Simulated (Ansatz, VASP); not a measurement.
# Cross-check of TiO2 between VASP and Ansatz, part 2 of 2

One calculation is typed for both programs; each brings its own data sets. How far apart do they land? The cell is taken from a series of runs on this material, whose earlier steps may have relaxed, scaled, displaced or heated it; both programs get it as it stands.

VASP 6.6.1 and Ansatz 0.2.0.

So far: Set-up; VASP: single point, r2SCAN with D4, pair 1; Ansatz: single point, r2SCAN with D4, pair 1; Comparison.

## 5. Ansatz: single point, r2SCAN with rVV10

Level of this step: Ansatz beside VASP: Kohn-Sham DFT, plane waves, r2SCAN with rVV10 (Ansatz).

With cell and atoms fixed, the geometry can't cause a difference; cores, projectors, grids and the points listed under the comparison can. This pair takes another cell of the material, with 6 atoms against 9 for the pair before.

The cell is taken from a series of runs on this material, whose earlier steps may have relaxed, scaled, displaced or heated it; both programs get it as it stands.

Contents of input.yaml:

```yaml
crystal:
  lattice:
    - [-1.8877622263, 1.8877622263, 4.7646693065]
    - [1.8877622263, -1.8877622263, 4.7646693065]
    - [1.8877622263, 1.8877622263, -4.7646693065]
  atoms:
    - { symbol: Ti, position: [0.0, 0.0, 0.0] }
    - { symbol: Ti, position: [0.75, 0.25, 0.5] }
    - { symbol: O, position: [0.2080602017, 0.2080602017, 0.0] }
    - { symbol: O, position: [0.9580602017, 0.4580602017, 0.5] }
    - { symbol: O, position: [0.5419397983, 0.0419397983, 0.5] }
    - { symbol: O, position: [0.7919397983, 0.7919397983, 0.0] }
kpoints:
  mp_grid: { grid: [10, 10, 10] }
hamiltonian:
  xc: r2scan
  dispersion: rvv10
scf:
  occupations: { method: fixed }
  n_extra_bands: 6
  lower_state_search: "off"
  convergence: { dr2_threshold: 1.0e-09 }
output:
  eigenvalues: true
basis:
  ecutwfc: 650
```

Run with:

```bash
$ ansatz run input.yaml --threads 20 --pin off --max-ram 73728MiB --backend cpu --events-out ev --progress --plain --runs-dir out
```

Numbers of over 12 decimals in the logs are rounded to 6 here.

The program printed:

```text
basis.fft_grid_basis auto: the FFT boxes are laid along the combinations [[1, 0, 1], [0, 1, 1], [0, 0, 1]] of the cell's own vectors, 3.776, 3.776 and 5.462 Å long. The dense box has 36×36×54 points. Along the cell's own vectors, as sized, it would have 54×54×54, 2.25 times as many. Of the 16 symmetry operations that the crystal satisfies within crystal.symmetry.tolerance (time reversal apart; of a slab, those that k [...]
[...]
--- Band table (eV; the first three rows and the last of 102) ---
  k-point 0: bands = [... 20 lower, 6.2132, 6.2132, 6.5038, 6.5038, 9.5149, 10.2540, 11.4217, 11.4217, ... 2 higher]
  k-point 1: bands = [... 20 lower, 5.9948, 6.0333, 6.2141, 6.6317, 9.9299, 10.3181, 10.9816, 11.2199, ... 2 higher]
  k-point 2: bands = [... 20 lower, 5.3731, 5.8346, 6.3551, 6.7346, 10.3586, 10.5477, 10.7134, 11.0577, ... 2 higher]
  k-point 101: bands = [... 20 lower, 5.6905, 5.6905, 6.8651, 6.8651, 9.8720, 9.8720, 11.1987, 11.1987, ... 2 higher]
[key lines of the parts left out:]
SCF converged after 9 iterations
Free energy (F): -7290.116529 eV
Fermi energy:    6.989119 eV
```

## 6. VASP: single point, r2SCAN with rVV10

The same cell, functional and mesh now go to VASP, with its own data sets.

Contents of INCAR:

```
SYSTEM = TiO2
PREC = Accurate
ENCUT = 580
EDIFF = 1E-06
NELM = 120
ISMEAR = 0
SIGMA = 0.01
LREAL = .FALSE.
ALGO = Normal
METAGGA = R2SCAN
LUSE_VDW = .TRUE.
IVDW_NL = 2
BPARAM = 11.95
CPARAM = 0.0093
LASPH = .TRUE.
NBANDS = 30
LORBIT = 11
LWAVE = .FALSE.
LCHARG = .FALSE.
ISIF = 2
GGA_COMPAT = .FALSE.
EFERMI = MIDGAP
LMIXTAU = .TRUE.
KPAR = 2
```

Contents of POSCAR:

```
TiO2
1.0
   -1.8877622263      1.8877622263      4.7646693065
    1.8877622263     -1.8877622263      4.7646693065
    1.8877622263      1.8877622263     -4.7646693065
Ti O
2 4
Direct
    0.0000000000      0.0000000000      0.0000000000
    0.7500000000      0.2500000000      0.5000000000
    0.2080602017      0.2080602017      0.0000000000
    0.9580602017      0.4580602017      0.5000000000
    0.5419397983      0.0419397983      0.5000000000
    0.7919397983      0.7919397983      0.0000000000
```

Contents of KPOINTS:

```
Automatic mesh
0
Gamma
10 10 10
0 0 0
```

The projector-augmented-wave data sets are Ti_sv and O (PBE family, release 64).

Run with:

```bash
$ mpirun -np 2 vasp_std
```

The program printed:

```text
[banner, memory and clock lines left out]
running    2 mpi-ranks, on    1 nodes
[...]
|                                                                             |
|               ----> ADVICE to this user running VASP <----                  |
|                                                                             |
|     You have switched on vdW-DFT.                                           |
|     This routine was written and supplied by Jiri Klimes. We recommend      |
|     that you carefully read and cite the following publications:            |
|       J. Klimes, D.R. Bowler, A. Michelides                                 |
|          J. Phys.: Cond Matt. 22 022201 (2010)                              |
|       J. Klimes, D.R. Bowler, A. Michelides                                 |
|          Phys. Rev. B. 83, 195131 (2011)                                    |
|     and references therein.                                                 |
|                                                                             |

[...]
Total rVV10 correction in eV:      1.2902715    48.0108859
Total rVV10 correction in eV:      1.2902715    48.0108859
DAV:  17    -0.685689798201E+02   -0.67664E-05   -0.24034E-05  7826   0.416E-02    0.132E-02
Total rVV10 correction in eV:      1.2902336    48.0108859
Total rVV10 correction in eV:      1.2902336    48.0108859
DAV:  18    -0.685690109971E+02   -0.31177E-04   -0.16737E-05  5462   0.389E-02    0.242E-03
Total rVV10 correction in eV:      1.2902304    48.0108859
Total rVV10 correction in eV:      1.2902304    48.0108859
DAV:  19    -0.685690068563E+02    0.41408E-05   -0.14895E-06  3398   0.128E-02    0.119E-03
Total rVV10 correction in eV:      1.2902365    48.0108859
Total rVV10 correction in eV:      1.2902365    48.0108859
DAV:  20    -0.685690141431E+02   -0.72867E-05   -0.24390E-06  4496   0.158E-02    0.111E-03
Total rVV10 correction in eV:      1.2902261    48.0108859
Total rVV10 correction in eV:      1.2902261    48.0108859
DAV:  21    -0.685690142718E+02   -0.12877E-06   -0.40459E-07  3060   0.595E-03
Total rVV10 correction in eV:      1.2902272    48.0108859
Total rVV10 correction in eV:      1.2902272    48.0108859
Total rVV10 correction in eV:      1.2902248    48.0108859
Total rVV10 correction in eV:      1.2902248    48.0108859
   1 F= -.68569014E+02 E0= -.68569014E+02  d E =0.000000E+00
```

OUTCAR, selected parts (step 6):

```text
  Total        0.5018446      0.5018446      0.4294645      0.0000000     -0.0000000      0.0000000
  in kB       11.8383872     11.8383872     10.1309574      0.0000000     -0.0000000      0.0000000
  external PRESSURE =      11.2692439 kB  Pullay stress =       0.0000000 kB

 POSITION                                       TOTAL-FORCE (eV/Angst)
 -----------------------------------------------------------------------------------
      0.00000      0.00000      0.00000        -0.000000     -0.000000     -0.000000
     -0.00000      1.88776      2.38233        -0.000000     -0.000000     -0.000000
      0.00000      0.00000      1.98268        -0.000000      0.000000      0.028843
      0.00000      1.88776      4.36501         0.000000     -0.000000      0.028843
      0.00000      1.88776      0.39966         0.000000     -0.000000     -0.028843
      0.00000      0.00000      7.54666        -0.000000      0.000000     -0.028843
 -----------------------------------------------------------------------------------
    total drift:                               -0.000000     -0.000000      0.000000

  FREE ENERGIE OF THE ION-ELECTRON SYSTEM (eV)
  ---------------------------------------------------
  free  energy   TOTEN  =       -68.5690142718 eV

  energy  without entropy=      -68.5690142718  energy(sigma->0) =      -68.56901427

[... 3 further parts left out ...]
[key lines of the parts left out:]
E-fermi :   4.3394
```

The run ends at a pressure of 1.13 GPa, with forces up to 0.029 eV/Å.

## 7. Side by side

The two programs side by side:

| quantity | Ansatz | VASP | difference |
| --- | --- | --- | --- |
| gap on the k mesh (eV) | 2.526 | 2.548 | -0.022 |

A gap on the mesh is an upper bound, since the band edges may lie between its points.

## 8. Ansatz: single point, r2SCAN with D4, pair 3

With cell and atoms fixed, the geometry can't cause a difference; cores, projectors, grids and the points listed under the comparison can.

The cell is taken from a series of runs on this material, whose earlier steps may have relaxed, scaled, displaced or heated it; both programs get it as it stands.

input.yaml: that of step 5 with these lines changed.

```diff
@@ -16,3 +16,3 @@
   xc: r2scan
-  dispersion: rvv10
+  dispersion: d4
 scf:
```

Run with:

```bash
$ ansatz run input.yaml --threads 20 --pin off --max-ram 73728MiB --backend cpu --events-out ev --progress --plain --runs-dir out
```

The program printed:

```text
[...]
Crystal: 6 atoms, lattice volume = 67.918 Å³
Basis set: ecut = 650 eV, 2547 PW (Γ), FFT grids on a1+a3, a2+a3, a3, exchange–correlation on 128×128×192 points (64 copies of the dense FFT grid, shifted against one another)
Bands: 30, of which v1, the nominal top of the filled ones, is band 24 counted from 1 (23 counted from 0)
Symmetry: 16 space group operations
[...]
k-points: 102 of 1000
[...]
--- Band table (eV; the first three rows and the last of 102) ---
  k-point 0: bands = [... 20 lower, 6.2241, 6.2241, 6.5160, 6.5160, 9.5294, 10.2629, 11.4316, 11.4316, ... 2 higher]
  k-point 1: bands = [... 20 lower, 6.0066, 6.0486, 6.2258, 6.6431, 9.9425, 10.3276, 10.9904, 11.2276, ... 2 higher]
  k-point 2: bands = [... 20 lower, 5.3870, 5.8482, 6.3675, 6.7458, 10.3691, 10.5564, 10.7234, 11.0678, ... 2 higher]
  k-point 101: bands = [... 20 lower, 5.7037, 5.7037, 6.8755, 6.8755, 9.8839, 9.8839, 11.2067, 11.2067, ... 2 higher]
[key lines of the parts left out:]
SCF converged after 9 iterations
Free energy (F): -7293.139345 eV
Fermi energy:    6.999063 eV
```

## 9. VASP: single point, r2SCAN with D4, pair 3

The same cell, functional and mesh now go to VASP, with its own data sets.

INCAR: that of step 6 with these lines changed.

```diff
@@ -10,6 +10,7 @@
 METAGGA = R2SCAN
-LUSE_VDW = .TRUE.
-IVDW_NL = 2
-BPARAM = 11.95
-CPARAM = 0.0093
+IVDW = 13
+VDW_S6 = 1
+VDW_S8 = 0.6018749
+VDW_A1 = 0.51559235
+VDW_A2 = 5.77342911
 LASPH = .TRUE.
```

POSCAR is that of step 6.

KPOINTS is that of step 6.

Run with:

```bash
$ mpirun -np 2 vasp_std
```

The program printed:

```text
[banner, memory and clock lines left out]
running    2 mpi-ranks, on    1 nodes
[...]
[... a notice as in an earlier step ...]

 LDA part: xc-table for (None), standard interpolation
 POSCAR, INCAR and KPOINTS ok, starting setup
[...]
entering main loop
       N       E                     dE             d eps       ncg     rms          rms(c)
DAV:   1     0.702976059738E+03    0.70298E+03   -0.26617E+04  6120   0.204E+03
DAV:   2     0.225442985252E+02   -0.68043E+03   -0.64814E+03  6592   0.589E+02
DAV:   3    -0.956711171770E+02   -0.11822E+03   -0.11597E+03  8978   0.221E+02
DAV:   4    -0.101607172667E+03   -0.59361E+01   -0.59264E+01  9044   0.497E+01
[...]
DAV:  19    -0.698610680284E+02    0.29059E-05   -0.14182E-06  3226   0.127E-02    0.118E-03
DAV:  20    -0.698610718352E+02   -0.38068E-05   -0.21991E-06  4056   0.148E-02    0.792E-04
DAV:  21    -0.698610721162E+02   -0.28096E-06   -0.17186E-07  3060   0.417E-03
   1 F= -.70320233E+02 E0= -.70320233E+02  d E =0.000000E+00
```

From OUTCAR (step 9):

```text
  Edisp (eV):   -0.45916

  Total       0.41073     0.41073     0.36099     0.00000     0.00000     0.00000
  in kB       9.68891     9.68891     8.51567     0.00000     0.00000     0.00000
  external pressure =        9.30 kB  Pullay stress =        0.00 kB

 POSITION                                       TOTAL-FORCE (eV/Angst)
 -----------------------------------------------------------------------------------
      0.00000      0.00000      0.00000         0.000000     -0.000000      0.000000
     -0.00000      1.88776      2.38233        -0.000000      0.000000     -0.000000
      0.00000      0.00000      1.98268        -0.000000      0.000000     -0.000759
      0.00000      1.88776      4.36501         0.000000     -0.000000     -0.000759
      0.00000      1.88776      0.39966         0.000000     -0.000000      0.000759
      0.00000      0.00000      7.54666        -0.000000      0.000000      0.000759
 -----------------------------------------------------------------------------------
    total drift:                               -0.000000     -0.000000      0.000000

  FREE ENERGIE OF THE ION-ELECTRON SYSTEM (eV)
  ---------------------------------------------------
  free  energy   TOTEN  =       -70.3202332881 eV

  energy  without entropy=      -70.3202332881  energy(sigma->0) =      -70.32023329

[... 2 parts as in an earlier step ...]

[... 1 further part left out ...]
[key lines of the parts left out:]
E-fermi :   4.3514
```

The run ends at a pressure of 0.93 GPa, with forces up to 7.6e-4 eV/Å.

## 10. Side by side

Both answers:

| quantity | Ansatz | VASP | difference |
| --- | --- | --- | --- |
| gap on the k mesh (eV) | 2.530 | 2.553 | -0.022 |

A gap on the mesh is an upper bound, since the band edges may lie between its points.

## 11. Results

```json
{
 "difference in gap on the k mesh (single point, r2SCAN with D4, pair 1)": "0.0016 eV",
 "difference in gap on the k mesh (single point, r2SCAN with rVV10)": "-0.022 eV",
 "difference in gap on the k mesh (single point, r2SCAN with D4, pair 3)": "-0.022 eV"
}
```

In words: The difference in gap on the k mesh is -0.022 eV (single point, r2SCAN with D4, pair 3), within the 0.08 eV picked in this series as the mark of a large difference. VASP runs on this material, other cells of it included, that failed, so that no pair exists: single point, r2SCAN (timeout). Such differences can come from data sets, numerical settings and the points named under the comparisons, not from the functional's error against experiment.

[Lines on the potential files, build, host, timing and source positions are cut from VASP's logs without a mark.]

[Logs are printed without paths, hosts, clocks, repeated set-up lines and the standing remarks that a program may print on its own settings, such as how far it seeks lower states.]

[Hosts, paths, dates, database ids (printed as entryN), source tags and the programs' standing remarks are cut or masked in the printed files.]
